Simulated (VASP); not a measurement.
BAs: single point with HSE06

Crystal: BAs.

```
CELL_PARAMETERS angstrom
0.00000 2.39187 2.39187
2.39187 0.00000 2.39187
2.39187 2.39187 0.00000
ATOMIC_POSITIONS crystal
B 0.00000 0.00000 0.00000
As 0.25000 0.25000 0.25000
```

The cell was built by a generator and needn't be a form met in nature.

- Program: VASP 6.6.1
- Task: single point
- Functional: HSE06
- Potentials or basis: VASP PAW PBE potentials, release 64 (B, As)
- Cutoff: 520 eV
- k mesh: 4 × 4 × 4
- Occupations: gaussian, width 0.01 eV
- Spin: no spin polarisation
- Dipole correction: no
- Exchange at q = 0: truncated
- Grid for exact exchange (PRECFOCK): Normal
- Screening parameter: 0.2079 1/A
- Further INCAR settings: ALGO = Normal; EDIFF = 1e-07; NBANDS = 11

```yaml
Pressure: -0.6 GPa
Band_gap_on_the_k_mesh: 2.12 eV, indirect (least direct gap 4.14 eV)
```

Levels at points of the mesh, in eV from the valence-band top:
| k point | band 1 | band 2 | band 3 | band 4 | band 5 | band 6 | band 7 | band 8 | band 9 |
| --- | --- | --- | --- | --- | --- | --- | --- | --- | --- |
| (0.00, 0.00, 0.00) | -16.88 | 0.00 | 0.00 | 0.00 | 4.14 | 4.14 | 4.14 | 5.88 | 10.64 |
| (0.50, 0.00, 0.00) | -13.71 | -9.63 | -1.97 | -1.97 | 3.59 | 5.71 | 5.71 | 10.04 | 14.08 |
| (0.50, 0.50, 0.00) | -12.21 | -9.42 | -4.43 | -4.43 | 2.12 | 2.19 | 12.92 | 12.92 | 14.43 |

Run time: 44 s on 1 thread of Intel(R) Xeon(R) 6975P-C (Granite Rapids), on a shared host, peak memory 0.26 GiB.

Caveat: the k mesh is coarse (spacing up to 0.57 Å⁻¹), so the values aren't converged, least of all with exact exchange; the PAW data sets were made with another functional, which shifts forces and pressure a little. A k mesh can miss the band edges.
